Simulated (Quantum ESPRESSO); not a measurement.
## As under changes of volume

One of the cells (21.530 Å³/atom); the others are scaled copies at fixed shape and fractional positions:

```
CELL_PARAMETERS angstrom
1.88080 1.08588 3.51406
-1.88080 1.08588 3.51406
0.00000 -2.17176 3.51406
ATOMIC_POSITIONS crystal
As 0.22600 0.22600 0.22600
As 0.77400 0.77400 0.77400
```

* Program: Quantum ESPRESSO 7.5
* Functional: PBEsol
* Potentials or basis: GBRV 1.5 PBEsol
* Cutoff: 612 eV
* Density cutoff: 4898 eV
* k mesh: 9 × 9 × 9
* Occupations: fermi-dirac, width 0.05 eV
* Spin: no spin polarisation

```csv
volume (Å³/atom),energy over the lowest point (meV/atom),pressure (GPa),largest force (eV/Å)
20.239,27.96,6.4,0.921
20.669,?,?,?
21.100,4.35,2.5,0.595
21.530,0.01,0.8,0.448
21.961,0.00,-0.8,0.310
22.392,3.91,-2.2,0.180
22.822,11.35,-3.4,0.058
```

Q: What does the run at 20.669 Å³/atom give?

A: Energy over the lowest point 13.49 meV/atom; pressure 4.3 GPa; largest force 0.752 eV/Å.

Worked out: A Birch-Murnaghan fit of order 3 (a polynomial in V^(-2/3)) to the other rows has its minimum at 21.74 Å³/atom with B0 = V·E''(V) = 77 GPa and B' = 4.1 at fixed shape and positions, which overstates the stiffness. It gives 13.51 meV/atom at 20.669 Å³/atom, against the run's 13.49, and -dE/dV = 4.4 GPa, against 4.3.

Energies are extrapolated to zero smearing.
